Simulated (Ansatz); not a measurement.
# SrO (WC-type structure)

The computed numbers are results of PBEsol, scalar-relativistic (no spin polarisation) in the plane-wave PAW code Ansatz at 420 eV, 10×10×10 k-mesh, Gaussian smearing of 0.05 eV; PAW files: Ansatz's generated set soft_2.

```
Sr O
1.0
     3.47804    0.00000    0.00000
    -1.73902    3.01207    0.00000
     0.00000    0.00000    3.15801
Sr O
1 1
Cartesian
  0.0000 0.0000 0.0000
  1.7390 1.0040 1.5790
```

This is a trial structure; measured cells of the compound in the Crystallography Open Database are in space group Fm-3m (rock salt).

Elastic constants come from the stress of slightly strained cells with relaxed atoms, in GPa, Voigt order xx, yy, zz, yz, xz, xy in the Cartesian frame of the vectors above.

```
160.0  70.5  16.7   0.0   0.0   0.0
 70.5 160.0  16.7   0.0   0.0   0.0
 16.7  16.7 268.2   0.0   0.0   0.0
  0.0   0.0   0.0  12.1   0.0   0.0
  0.0   0.0   0.0   0.0  12.1   0.0
  0.0   0.0   0.0   0.0   0.0  44.7
```

**Question.** Work out the Voigt, Reuss and Hill moduli.

**Answer.** Voigt: K = (C11 + C22 + C33 + 2(C12 + C13 + C23))/9 = 88 GPa, G = (C11 + C22 + C33 − C12 − C13 − C23 + 3(C44 + C55 + C66))/15 = 46 GPa. Reuss, from the compliances S = C⁻¹: K = 88 GPa, G = 23 GPa. Hill means: K = 88 GPa, G = 34 GPa.

**Question.** And Young's modulus, Poisson's ratio, Pugh's ratio and the anisotropy?

**Answer.** E = 9KG/(3K + G) = 91 GPa, ν = (3K − 2G)/(6K + 2G) = 0.33, K/G = 2.55 (over the 1.75 that Pugh's rule, made for metals, takes as the line between brittle and ductile), universal anisotropy index 5G_V/G_R + K_V/K_R − 6 = 5.1. The eigenvalues of C are 12.1, 12.1, 45, 89, 219, 280 GPa, all positive.

Voigt's and Reuss's shear moduli differ by over a factor of two, so their mean gives no reliable sound velocity or Debye temperature.

The equation of state, an independent route, gives B0 = 88 GPa; its match is the Reuss value, 88 GPa, which holds for uniform pressure.

It took of the order of 3 core-minutes on a shared host.

